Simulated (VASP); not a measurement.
These are PBEsol GGA, VASP's PBE PAW potentials (set 64) (plane waves; VASP 6.6.1) values and carry that method's errors.

Input for VASP

KPOINTS:
```
Automatic mesh
0
Gamma
13 13 13
0 0 0
```

File POSCAR:
```
InN
1.0
  0.0000000000   2.4947565978   2.4947565978
  2.4947565978   0.0000000000   2.4947565978
  2.4947565978   2.4947565978   0.0000000000
In N
1 1
Cart
  0.0000000000   0.0000000000   0.0000000000
  1.2473782989   1.2473782989   1.2473782989
```

### INCAR
```
SYSTEM = InN
PREC = Accurate
ENCUT = 620
EDIFF = 1E-6
NELM = 100
ALGO = Normal
LREAL = .FALSE.
LASPH = .TRUE.
ISMEAR = 1
SIGMA = 0.1
GGA = PS
LMAXMIX = 4
LWAVE = .FALSE.
LCHARG = .FALSE.
IBRION = 2
ISIF = 3
NSW = 40
EDIFFG = -0.02
PSTRESS = 50
```

POTCAR, in this order: In_d N (PBE.64 set). Program: vasp_std.

Output of the run:

File OSZICAR:
```
       N       E                     dE             d eps       ncg     rms          rms(c)
DAV:   1     0.138197427374E+03    0.13820E+03   -0.10375E+04  2219   0.209E+03
DAV:   2    -0.750194287532E+00   -0.13895E+03   -0.13276E+03  2379   0.405E+02
DAV:   3    -0.132467389516E+02   -0.12497E+02   -0.12281E+02  2687   0.121E+02
DAV:   4    -0.135898770662E+02   -0.34314E+00   -0.34262E+00  2413   0.213E+01
DAV:   5    -0.136025267946E+02   -0.12650E-01   -0.12649E-01  2998   0.399E+00    0.954E+00
DAV:   6    -0.116123420508E+02    0.19902E+01   -0.71387E+00  3326   0.508E+01    0.519E+00
DAV:   7    -0.115844391808E+02    0.27903E-01   -0.52873E-01  2197   0.897E+00    0.213E+00
DAV:   8    -0.115644022459E+02    0.20037E-01   -0.92604E-02  2649   0.295E+00    0.556E-01
DAV:   9    -0.115599950538E+02    0.44072E-02   -0.79559E-03  3534   0.191E+00    0.214E-01
DAV:  10    -0.115602233564E+02   -0.22830E-03   -0.10285E-03  2349   0.350E-01    0.704E-02
DAV:  11    -0.115602211380E+02    0.22184E-05   -0.40529E-05  3247   0.968E-02    0.136E-02
DAV:  12    -0.115602210404E+02    0.97573E-07   -0.17988E-05  2604   0.470E-02    0.111E-02
DAV:  13    -0.115602201683E+02    0.87214E-06   -0.25106E-06  2178   0.305E-02
   1 F= -.10591108E+02 E0= -.10591141E+02  d E =-.105911E+02
       N       E                     dE             d eps       ncg     rms          rms(c)
DAV:   1    -0.123722315455E+02   -0.81201E+00   -0.20001E+01  2634   0.114E+02    0.779E+00
DAV:   2    -0.115938478274E+02    0.77838E+00   -0.16630E+00  2619   0.391E+01    0.200E+00
DAV:   3    -0.114931171801E+02    0.10073E+00   -0.25449E-01  2714   0.180E+01    0.114E+00
DAV:   4    -0.114886985450E+02    0.44186E-02   -0.28608E-02  3306   0.290E+00    0.946E-01
DAV:   5    -0.114892292972E+02   -0.53075E-03   -0.65799E-03  2409   0.865E-01    0.615E-01
DAV:   6    -0.114883722683E+02    0.85703E-03   -0.18233E-03  2354   0.532E-01    0.891E-02
DAV:   7    -0.114883953446E+02   -0.23076E-04   -0.46346E-05  2459   0.677E-02    0.250E-02
DAV:   8    -0.114883964929E+02   -0.11483E-05   -0.78934E-06  3141   0.762E-02    0.690E-03
DAV:   9    -0.114883966937E+02   -0.20085E-06   -0.10782E-06  1434   0.184E-02
   2 F= -.10587163E+02 E0= -.10587191E+02  d E =0.394501E-02
       N       E                     dE             d eps       ncg     rms          rms(c)
DAV:   1    -0.117715941128E+02   -0.28320E+00   -0.58822E+00  2614   0.673E+01    0.351E+00
DAV:   2    -0.115780605045E+02    0.19353E+00   -0.39631E-01  2614   0.178E+01    0.112E+00
DAV:   3    -0.115459198989E+02    0.32141E-01   -0.82124E-02  2744   0.106E+01    0.373E-01
DAV:   4    -0.115450899939E+02    0.82990E-03   -0.94229E-03  3262   0.135E+00    0.497E-01
DAV:   5    -0.115453359666E+02   -0.24597E-03   -0.23916E-04  2379   0.183E-01    0.612E-01
DAV:   6    -0.115447242431E+02    0.61172E-03   -0.79064E-04  2552   0.458E-01    0.591E-02
DAV:   7    -0.115447294418E+02   -0.51987E-05   -0.61763E-05  2800   0.843E-02    0.540E-02
DAV:   8    -0.115447294561E+02   -0.14327E-07   -0.13325E-06  1570   0.150E-02
   3 F= -.10608684E+02 E0= -.10608714E+02  d E =-.175762E-01
```

**OUTCAR**
```
------------------------ aborting loop because EDIFF is reached ----------------------------------------
  FORCE on cell =-STRESS in cart. coord.  units (eV):
  Direction    XX          YY          ZZ          XY          YZ          ZX
  --------------------------------------------------------------------------------------
  Total        0.9710845      0.9710845      0.9710845     -0.0000000      0.0000000     -0.0000000
  in kB       51.8716738     51.8716738     51.8716738     -0.0000000      0.0000000     -0.0000000
  external PRESSURE =       1.8716738 kB  Pullay stress =      50.0000000 kB
  volume of cell :       29.99
      direct lattice vectors                 reciprocal lattice vectors
     0.000000000  2.466053240  2.466053240    -0.202753125  0.202753125  0.202753125
     2.466053240  0.000000000  2.466053240     0.202753125 -0.202753125  0.202753125
     2.466053240  2.466053240 -0.000000000     0.202753125  0.202753125 -0.202753125
 POSITION                                       TOTAL-FORCE (eV/Angst)
 -----------------------------------------------------------------------------------
      0.00000      0.00000     -0.00000         0.000000      0.000000      0.000000
      1.23303      1.23303      1.23303        -0.000000     -0.000000     -0.000000
 -----------------------------------------------------------------------------------
    total drift:                                0.000000      0.000000      0.000000
  FREE ENERGIE OF THE ION-ELECTRON SYSTEM (eV)
  ---------------------------------------------------
  free  energy   TOTEN  =       -11.5447294561 eV

  energy  without entropy=      -11.5448191284  energy(sigma->0) =      -11.54475935
  enthalpy is  TOTEN    =       -10.6086843806 eV   P V=        0.9360450755

 reached required accuracy - stopping structural energy minimisation
```
(Selected blocks of OUTCAR.)

### CONTCAR
```
InN
   1.00000000000000
     0.0000000000000000    2.4660532399816444    2.4660532399816444
     2.4660532399816444    0.0000000000000000    2.4660532399816444
     2.4660532399816444    2.4660532399816444   -0.0000000000000000
  In              N
     1     1
Direct
     0.0000000000000000    0.0000000000000000    0.0000000000000000
     0.2500000000000000    0.2500000000000000    0.2500000000000000
```

Energy and stress use the plane-wave basis of the starting cell.

The structure was generated: InN was put into the zinc blende type (F-43m), which need not be its known phase. This run relaxes it under an external pressure of 5 GPa. Symmetry was kept, so distortions that lower it aren't found.
